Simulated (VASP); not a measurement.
Here is a VASP 6.6.1 calculation.

The input INCAR:

```
PREC     = Accurate       # precision mode
ENCUT    = 520            # plane-wave cutoff, eV
EDIFF    = 1E-6           # SCF threshold, eV
ISMEAR   = 0              # smearing method
SIGMA    = 0.02           # smearing width, eV
LREAL    = F              # projectors in reciprocal space
LASPH    = T              # aspherical terms in the spheres
NELM     = 100            # most SCF steps
ALGO     = Normal         # electronic algorithm
ISIF     = 2              # what is computed and relaxed
LWAVE    = F              # write WAVECAR
LCHARG   = F              # write CHGCAR
GGA      = PE             # functional
NBANDS   = 16             # bands
```

Contents of KPOINTS:

```
regular mesh
0
Gamma
  10 10 10
```

File POSCAR:

```
CdSe
1.0
    0.0000000000      3.0984146730      3.0984146730
    3.0984146730      0.0000000000      3.0984146730
    3.0984146730      3.0984146730      0.0000000000
Cd Se
1 1
Direct
    0.0000000000      0.0000000000      0.0000000000
    0.7500000000      0.7500000000      0.7500000000
```

Potentials or basis: VASP PAW PBE potentials, release 64 (Cd, Se).

The run is started by

```bash
$ cat potpaw_PBE.64/Cd/POTCAR potpaw_PBE.64/Se/POTCAR > POTCAR
$ mpirun -np 1 vasp_std > vasp.out
```

Q: Estimate the band gap on the k mesh.

A: 0.49 eV, direct.

Q: What does it give for the pressure?

A: 0.2 GPa.

PBE gaps usually lie below the measured ones, often by a third to a half.
